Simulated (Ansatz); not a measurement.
NaBr:
```cif
data_Br4Na4
_chemical_formula_sum 'Na4 Br4'
_space_group_name_H-M_alt 'Fm-3m'
_space_group_IT_number 225
_space_group_name_Hall '-F 4 2 3'
_cell_length_a 6.03520
_cell_length_b 6.03520
_cell_length_c 6.03520
_cell_angle_alpha 90.000
_cell_angle_beta 90.000
_cell_angle_gamma 90.000
loop_
_atom_site_label
_atom_site_type_symbol
_atom_site_symmetry_multiplicity
_atom_site_Wyckoff_symbol
_atom_site_fract_x
_atom_site_fract_y
_atom_site_fract_z
_atom_site_occupancy
Na1 Na 4 a 0.00000 0.00000 0.00000 1
Br1 Br 4 b 0.50000 0.50000 0.50000 1
```
(The calculation used a cell of 2 atoms; values per cell refer to that cell.)

Relaxed with PBE.

**Question.** Give the optical modes at the zone centre with their infrared and Raman activity from DFPT, DFT-PBE in the program Ansatz with PAW potentials.

**Answer.** Transverse frequencies, without the LO–TO term; a row sums one degenerate level.

| ω (cm⁻¹) | degeneracy | IR ((D/Å)²/amu) | Raman (Å⁴/amu) | activity | symmetry |
|---|---|---|---|---|---|
| 122 | 3 | 5.07 | 0 | IR | T1u |

**Question.** How high does the top mode go among those that the LO–TO term moves?

**Answer.** 195 cm⁻¹ for q along x.

Symmetry was held in the PBE relaxation; phonons on a q-mesh show no instability.

Potentials: the later of the program's two PAW sets.
